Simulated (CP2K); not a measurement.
The system is TiO2.

```
Ti O
1.0
     4.59984    0.00000    0.00000
     0.00000    4.59984    0.00000
     0.00000    0.00000    2.95921
Ti O
2 4
Direct
  0.00000 0.00000 0.50000
  0.50000 0.50000 0.00000
  0.30432 0.30432 0.50000
  0.19568 0.80432 0.00000
  0.80432 0.19568 0.00000
  0.69568 0.69568 0.50000
```

The cell is a database's computed one.

Base run:

```yaml
Program: CP2K 2026.2
Functional: revPBE
Potentials_or_basis: POTENTIAL_UZH Ti GTH-PBE-q12, O GTH-PBE-q6; TZVP-MOLOPT-PBE-GTH basis
Density_cutoff: 8163 eV
k_mesh: 6 × 6 × 9
Occupations: fermi-dirac, width 0.05 eV
Spin: no spin polarisation
```

Its results: band gap on the k mesh 1.82 eV, direct; pressure 8.3 GPa; largest force 0.075 eV/Å.

Problem. The run is repeated on the same cell with these changes: functional from revPBE to PBE; occupations from fermi-dirac, width 0.05 eV to gaussian, width 0.011 eV. What comes out?

Solution. Band gap on the k mesh 1.80 eV, direct; pressure 5.2 GPa; largest force 0.062 eV/Å.

Caveats: the basis of atomic orbitals isn't converged, which shifts pressures, moduli and gaps; the potentials were made for another functional, which shifts forces and pressure (some runs); an odd mesh through Γ misses points on the zone boundary, where band edges often lie (some runs).

Not every run made on this cell is shown here.
